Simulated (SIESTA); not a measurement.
Runs of SIESTA 5.4.2 on BaTiO3. It takes space group Pm-3m (No. 221, cubic). Conventional cell: a = 4.006 Å, b = 4.006 Å, c = 4.006 Å, α = 90.00°, β = 90.00°, γ = 90.00°. Around Ba (site symmetry m-3m) lie 12 O at 2.83 Å. Ti (site symmetry m-3m) is surrounded by 6 O at 2.00 Å. Around O (site symmetry 4/mmm) lie 2 Ti at 2.00 Å. 

| cell | gap on the mesh (eV) | pressure (GPa) |
| --- | --- | --- |
| relaxed to 30 GPa | 1.85 | 30.1 |
| relaxed to 5 GPa | 1.68 | 5.0 |
| relaxed to 2 GPa | (a) | 2.0 |
| relaxed | 1.62 | 0.1 |
| relaxed to 20 GPa | 1.80 | 20.0 |
| relaxed to 10 GPa | (b) | 10.1 |

Alike in all rows: task relaxation of cell and atoms; level PBE; potentials or basis PseudoDojo 0.4 standard (PBE files), DZP (energy shift 0.003 Ry; two zetas on semicore shells; d shell added on Ba); no spin polarisation; k mesh 4 × 4 × 4; smearing fermi-dirac 0.05 eV; grid cutoff 800 Ry; energy shift 0.003 Ry.

**Question.** Fill in the values left out.

**Answer.** (a) 1.64; (b) 1.72.

Caveats: this set's barium file shifts pressures by up to 1 GPa against other sets; spin-orbit coupling is left out, which moves the levels of the heavy elements; the basis of atomic orbitals isn't converged, which shifts pressures, moduli and gaps.

A k mesh can miss the band edges, and the runs leave out spin-orbit coupling on Ba.
